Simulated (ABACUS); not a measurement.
# Bi (R-3m) in ABACUS: further runs, part 2 of 2

ABACUS 3.10.1. Earlier steps stand in the parts before.

### 3 Equation of state, PBE, 33.67 Å³/atom (volume scaled by 0.96)

File INPUT:

```
INPUT_PARAMETERS
suffix              Bi
calculation         scf
basis_type          lcao
pseudo_dir          ./
orbital_dir         ./
symmetry            1
dft_functional      pbe
ecutwfc             100
pseudo_rcut         10
nspin               1
nbands              19
ks_solver           genelpa
smearing_method     fd
smearing_sigma      0.00367493
scf_thr             1e-07
scf_nmax            100
mixing_type         broyden
mixing_beta         0.7
cal_force           1
cal_stress          1
out_mul             1
```

File STRU:

```
ATOMIC_SPECIES
Bi 208.9804 Bi.upf

NUMERICAL_ORBITAL
Bi_confined-atom_8au_2s2p2d.orb

LATTICE_CONSTANT
1.8897261246

LATTICE_VECTORS
2.2368543514 1.2914484619 3.8847772595
-2.2368543514 1.2914484619 3.8847772595
0.0000000000 -2.5828969239 3.8847772595

ATOMIC_POSITIONS
Direct

Bi
0.0
2
0.7660000000 0.7660000000 0.7660000000 1 1 1
0.2340000000 0.2340000000 0.2340000000 1 1 1
```

File KPT:

```
K_POINTS
0
Gamma
7 7 7 0 0 0
```

Potentials or basis: PseudoDojo NC SR 0.4.1 PBE standard, DZP LCAO (the cutoffs set its grid).

Run with:

```console
OMP_NUM_THREADS=1 mpirun -np 4 abacus > log
```

It took 5.1 s on 4 MPI ranks of Intel Xeon at 2.60GHz (Ice Lake), shared host; peak memory 0.4 GiB.

Results (log left out):

```
Free energy            : -4465.1499 eV
Pressure               : 5.5 GPa
Largest force          : 0.529 eV/Å
Band gap on the k mesh : 0.31 eV, indirect (least direct gap 0.62 eV)
```

Caveat: the atomic orbitals were generated for these runs and aren't a published set; spin-orbit coupling is left out, which as a rule narrows the gap of such compounds by several tenths of an eV; an odd mesh through Γ misses points on the zone boundary, where band edges often lie; the basis of atomic orbitals isn't converged, which shifts pressures, moduli and gaps.

### 4 Equation of state, PBE, 34.37 Å³/atom (volume scaled by 0.98)

INPUT is that of step 3.

STRU, as its differences from that of step 3:

```diff
@@ -10,5 +10,5 @@
 LATTICE_VECTORS
-2.2368543514 1.2914484619 3.8847772595
--2.2368543514 1.2914484619 3.8847772595
-0.0000000000 -2.5828969239 3.8847772595
+2.2522814206 1.3003552845 3.9115696734
+-2.2522814206 1.3003552845 3.9115696734
+0.0000000000 -2.6007105690 3.9115696734
```

KPT is that of step 3.

Run with:

```console
OMP_NUM_THREADS=1 mpirun -np 4 abacus > log
```

Run time: 5.3 s. Hardware: 4 MPI ranks of Intel Xeon at 2.60GHz (Ice Lake), shared host; peak memory 0.4 GiB.

The run converged. Its results:

* Free energy: -4465.1925 eV
* Pressure: 4.2 GPa
* Largest force: 0.420 eV/Å
* Band gap on the k mesh: 0.30 eV, indirect (least direct gap 0.61 eV)

Caveat: the atomic orbitals were generated for these runs and aren't a published set; spin-orbit coupling is left out, which as a rule narrows the gap of such compounds by several tenths of an eV; an odd mesh through Γ misses points on the zone boundary, where band edges often lie; the basis of atomic orbitals isn't converged, which shifts pressures, moduli and gaps.

### 5 Equation of state, PBE, 35.07 Å³/atom

INPUT is that of step 4.

STRU, as its differences from that of step 4:

```diff
@@ -10,5 +10,5 @@
 LATTICE_VECTORS
-2.2522814206 1.3003552845 3.9115696734
--2.2522814206 1.3003552845 3.9115696734
-0.0000000000 -2.6007105690 3.9115696734
+2.2675000000 1.3091417354 3.9380000000
+-2.2675000000 1.3091417354 3.9380000000
+0.0000000000 -2.6182834708 3.9380000000
```

KPT is that of step 4.

Run with:

```console
OMP_NUM_THREADS=1 mpirun -np 4 abacus > log
```

Wall time 4.9 s (4 MPI ranks of Intel Xeon at 2.60GHz (Ice Lake), shared host); peak memory 0.4 GiB.

The run converged. Its results:

```yaml
Free_energy: -4465.2241 eV
Pressure: 3.0 GPa
Largest_force: 0.318 eV/Å
Band_gap_on_the_k_mesh: 0.29 eV, indirect (least direct gap 0.59 eV)
```

Caveat: the atomic orbitals were generated for these runs and aren't a published set; spin-orbit coupling is left out, which as a rule narrows the gap of such compounds by several tenths of an eV; an odd mesh through Γ misses points on the zone boundary, where band edges often lie; the basis of atomic orbitals isn't converged, which shifts pressures, moduli and gaps.

### 6 Equation of state, PBE, 35.77 Å³/atom (volume scaled by 1.02)

INPUT is that of step 5.

STRU, as its differences from that of step 5:

```diff
@@ -10,5 +10,5 @@
 LATTICE_VECTORS
-2.2675000000 1.3091417354 3.9380000000
--2.2675000000 1.3091417354 3.9380000000
-0.0000000000 -2.6182834708 3.9380000000
+2.2825169939 1.3178118009 3.9640802302
+-2.2825169939 1.3178118009 3.9640802302
+0.0000000000 -2.6356236018 3.9640802302
```

KPT is that of step 5.

Potentials or basis: PseudoDojo NC SR 0.4.1 PBE standard, DZP LCAO (the cutoffs set its grid).

Run with:

```console
OMP_NUM_THREADS=1 mpirun -np 4 abacus > log
```

Wall time 4.9 s (4 MPI ranks of Intel Xeon at 2.60GHz (Ice Lake), shared host); peak memory 0.4 GiB.

It converged, with:

```yaml
Free_energy: -4465.2458 eV
Pressure: 2.0 GPa
Largest_force: 0.225 eV/Å
Band_gap_on_the_k_mesh: 0.28 eV, indirect (least direct gap 0.57 eV)
```

Caveat: the atomic orbitals were generated for these runs and aren't a published set; spin-orbit coupling is left out, which as a rule narrows the gap of such compounds by several tenths of an eV; an odd mesh through Γ misses points on the zone boundary, where band edges often lie; the basis of atomic orbitals isn't converged, which shifts pressures, moduli and gaps.

### 7 Equation of state, PBE, 36.47 Å³/atom (volume scaled by 1.04)

INPUT is that of step 6.

STRU, as its differences from that of step 6:

```diff
@@ -10,5 +10,5 @@
 LATTICE_VECTORS
-2.2825169939 1.3178118009 3.9640802302
--2.2825169939 1.3178118009 3.9640802302
-0.0000000000 -2.6356236018 3.9640802302
+2.2973389482 1.3263692602 3.9898217322
+-2.2973389482 1.3263692602 3.9898217322
+0.0000000000 -2.6527385203 3.9898217322
```

KPT is that of step 6.

Run with:

```console
OMP_NUM_THREADS=1 mpirun -np 4 abacus > log
```

Wall time 5 s (4 MPI ranks of Intel Xeon at 2.60GHz (Ice Lake), shared host); peak memory 0.4 GiB.

The run converged. Its results:

```
Free energy            : -4465.2589 eV
Pressure               : 1.0 GPa
Largest force          : 0.138 eV/Å
Band gap on the k mesh : 0.27 eV, indirect (least direct gap 0.56 eV)
```

Caveat: the atomic orbitals were generated for these runs and aren't a published set; spin-orbit coupling is left out, which as a rule narrows the gap of such compounds by several tenths of an eV; an odd mesh through Γ misses points on the zone boundary, where band edges often lie; the basis of atomic orbitals isn't converged, which shifts pressures, moduli and gaps.

### 8 Equation of state, PBE, 37.17 Å³/atom (volume scaled by 1.06)

INPUT is that of step 7.

STRU, as its differences from that of step 7:

```diff
@@ -10,5 +10,5 @@
 LATTICE_VECTORS
-2.2973389482 1.3263692602 3.9898217322
--2.2973389482 1.3263692602 3.9898217322
-0.0000000000 -2.6527385203 3.9898217322
+2.3119720748 1.3348176998 4.0152352947
+-2.3119720748 1.3348176998 4.0152352947
+0.0000000000 -2.6696353996 4.0152352947
```

KPT is that of step 7.

Run with:

```console
OMP_NUM_THREADS=1 mpirun -np 4 abacus > log
```

It took 4.7 s on 4 MPI ranks of Intel Xeon at 2.60GHz (Ice Lake), shared host; peak memory 0.4 GiB.

It converged, with:

* Free energy: -4465.2640 eV
* Pressure: 0.2 GPa
* Largest force: 0.057 eV/Å
* Band gap on the k mesh: 0.26 eV, indirect (least direct gap 0.54 eV)

Caveat: the atomic orbitals were generated for these runs and aren't a published set; spin-orbit coupling is left out, which as a rule narrows the gap of such compounds by several tenths of an eV; an odd mesh through Γ misses points on the zone boundary, where band edges often lie; the basis of atomic orbitals isn't converged, which shifts pressures, moduli and gaps.

### 9 Equation of state, PBE

Potentials or basis: PseudoDojo NC SR 0.4.1 PBE standard, DZP LCAO (the cutoffs set its grid).

No new run: the results of the series are fitted here.

Results:

| Quantity | Value |
| --- | --- |
| Equilibrium volume | 37.32 Å³/atom (rough: see the caveat) |
| Bulk modulus at fixed shape and positions | 42 GPa (rough) |

Energy against volume, from the lowest point:
```tsv
volume (Å³/atom)	energy (meV/atom)
32.965	84.42
33.667	57.06
34.368	35.75
35.070	19.96
35.771	9.10
36.472	2.56
37.174	0.00
```

Caveat: the atomic orbitals were generated for these runs and aren't a published set; the minimum lies outside the volumes run; the cell was scaled at fixed shape and fractional positions, which overstates the stiffness of a crystal with free parameters, most of all of layers and chains; spin-orbit coupling is left out, which moves the levels of the heavy elements; the basis of atomic orbitals isn't converged, which shifts pressures, moduli and gaps.
